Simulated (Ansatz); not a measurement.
Bulk crystal (InP) after relaxation:

```
In P
1.0
     0.00000    2.72957    2.72957
     2.72957    0.00000    2.72957
     2.72957    2.72957    0.00000
In P
1 1
Direct
  0.00000 0.00000 0.00000
  0.50000 0.50000 0.50000
```

Miller indices refer to the conventional cell of Fm-3m (No. 225), a = 5.459 Å, b = 5.459 Å, c = 5.459 Å, α = 90.00°, β = 90.00°, γ = 90.00°.

The (111) slab of 8 planes, 11.0 Å thick with 15 Å of vacuum as cut; outer planes In (top) and P (bottom).

Theory: Ansatz, DFT PBEsol, scalar-relativistic, plane waves, PAW. Plane waves to 420 eV, a k mesh through Γ of 9×9×1 on the computed 8-atom cell and Gaussian smearing (0.10 eV); no spin polarisation. A dipole correction removes the field between periodic images along c.

Results for the relaxed slab:

| Property | Result |
| --- | --- |
| Surface energy (mean of both faces) | 1.24 J/m² |
| Work function | 4.47 eV (top), 5.81 eV (bottom) |
| Dipole of the slab along +c, per cell | 0.10 e·Å |

Relaxation lowers the energy by 0.070 J/m² a face; the largest move is 0.163 Å.

```tsv
plane (bottom to top)	atoms	spacing to next, bulk (Å)	relaxed (Å)	change (%)
1	P	1.576	1.294	-17.9
2	In	1.576	1.742	+10.5
3	P	1.576	1.526	-3.2
4	In	1.576	1.568	-0.5
5	P	1.576	1.606	+1.9
6	In	1.576	1.526	-3.2
7	P	1.576	1.542	-2.2
8	In
```

The reference crystal is the rock-salt form of InP, which isn't its usual structure.